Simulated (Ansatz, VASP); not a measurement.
One calculation of PbSe, two programs

```
CELL_PARAMETERS angstrom
0.00000 3.05127 3.05127
3.05127 0.00000 3.05127
3.05127 3.05127 0.00000
ATOMIC_POSITIONS crystal
Pb 0.00000 0.00000 0.00000
Se 0.50000 0.50000 0.50000
```

Alike in both runs: functional PBEsol; k mesh 8 × 8 × 8; occupations gaussian, width 0.01 eV; no spin polarisation.

Ansatz relaxed the structure, and its values are those at the end. VASP's run is a single point on that final structure, the one shown.

|  | VASP | Ansatz |
| --- | --- | --- |
| version | VASP 6.6.1 | Ansatz 0.2.0 |
| potentials or method | VASP PAW PBE potentials, release 64 (Pb_d, Se) | scalar-relativistic, plane waves, PAW |
| plane-wave cutoff (eV) | 520 | 420 |
| valence electrons in the cell | 20 | 30 |

Ansatz gave:

```
gap on the k mesh at the Fermi level (eV) : 0.18
least direct gap on the mesh (eV)         : 0.18
pressure (GPa)                            : 0.0
```

Problem. What did VASP give for the same quantities?

Solution. gap on the k mesh at the Fermi level (eV): 0.17; least direct gap on the mesh (eV): 0.17; pressure (GPa): 0.0.

The two sets of potentials don't hold the same shells in valence. Ansatz warned: «pseudo_functional_mismatch».

Caveats: the PAW data sets were made with another functional, which shifts forces and pressure a little (VASP); spin-orbit coupling is left out, which as a rule narrows the gap of such compounds by several tenths of an eV.
